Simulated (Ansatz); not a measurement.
# Relaxing NaF in the rocksalt type

First guess:

```xyz
2
Lattice="0.0000 2.2323 2.2323 2.2323 0.0000 2.2323 2.2323 2.2323 0.0000" Properties=species:S:1:pos:R:3 pbc="T T T"
Na    0.0000    0.0000    0.0000
F     2.2323    2.2323    2.2323
```

All numbers below come from Ansatz 0.2.0, DFT, PBE, PAW with Ansatz's default frozen-core files, scalar-relativistic.

Cell and atoms relax within the symmetry of the start on a 16×16×16 k mesh with 0.05 eV Fermi–Dirac smearing.

The start is built from a prototype, known or not as a phase of this compound; the cutoff is 420 eV.

(1) What is the pressure of the first guess?

(2) What does it relax to?

(3) How much energy does the relaxation release?

Results:

(1) 9.87 GPa.

(2) a = 4.701 Å, b = 4.701 Å, c = 4.701 Å, α = 90.00°, β = 90.00°, γ = 90.00° (conventional cell), 12.99 Å³ per atom:
```cif
data_structure
_symmetry_space_group_name_H-M 'Fm-3m'
_symmetry_Int_Tables_number 225
_cell_length_a 4.7011
_cell_length_b 4.7011
_cell_length_c 4.7011
_cell_angle_alpha 90.000
_cell_angle_beta 90.000
_cell_angle_gamma 90.000
_cell_volume 103.90
loop_
_atom_site_label
_atom_site_type_symbol
_atom_site_symmetry_multiplicity
_atom_site_Wyckoff_symbol
_atom_site_fract_x
_atom_site_fract_y
_atom_site_fract_z
_atom_site_occupancy
Na1 Na 4 a 0.00000 0.00000 0.00000 1
F1 F 4 b 0.50000 0.00000 0.00000 1
```

(3) 50 meV/atom.
